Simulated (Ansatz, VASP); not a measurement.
One calculation of MgS, two programs

```
S Mg
1.0
     3.95226    0.00000    0.00000
    -1.97613    3.42276    0.00000
     0.00000    0.00000    6.30099
S Mg
2 2
Direct
  0.66667 0.33333 0.87924
  0.33333 0.66667 0.37924
  0.33333 0.66667 0.99575
  0.66667 0.33333 0.49575
```

Change from the starting cell: volume scaled by 0.94.

Alike in both runs: task single point; functional PBE; k mesh 8 × 8 × 4; occupations fermi-dirac, width 0.05 eV; no spin polarisation.

|  | VASP | Ansatz |
| --- | --- | --- |
| version | VASP 6.6.1 | Ansatz 0.2.0 |
| potentials or method | VASP PAW PBE potentials, release 64 (S, Mg) | Ansatz PAW |
| plane-wave cutoff (eV) | 520 | 420 |
| valence electrons in the cell | 16 | 32 |

Ansatz gave:

* gap on the k mesh at the Fermi level (eV): 3.76
* least direct gap on the mesh (eV): 3.76
* pressure (GPa): 5.2
* largest component of the traceless stress (GPa): 0.38
* rms of the force components (eV/Å): 0.023

Task: Which values does VASP return?

Result: gap on the k mesh at the Fermi level (eV): 3.75; least direct gap on the mesh (eV): 3.75; pressure (GPa): 5.1; largest component of the traceless stress (GPa): 0.37; rms of the force components (eV/Å): 0.024.

Atom by atom the forces differ by 0.001 eV/Å (rms over components). The two sets of potentials don't hold the same shells in valence.
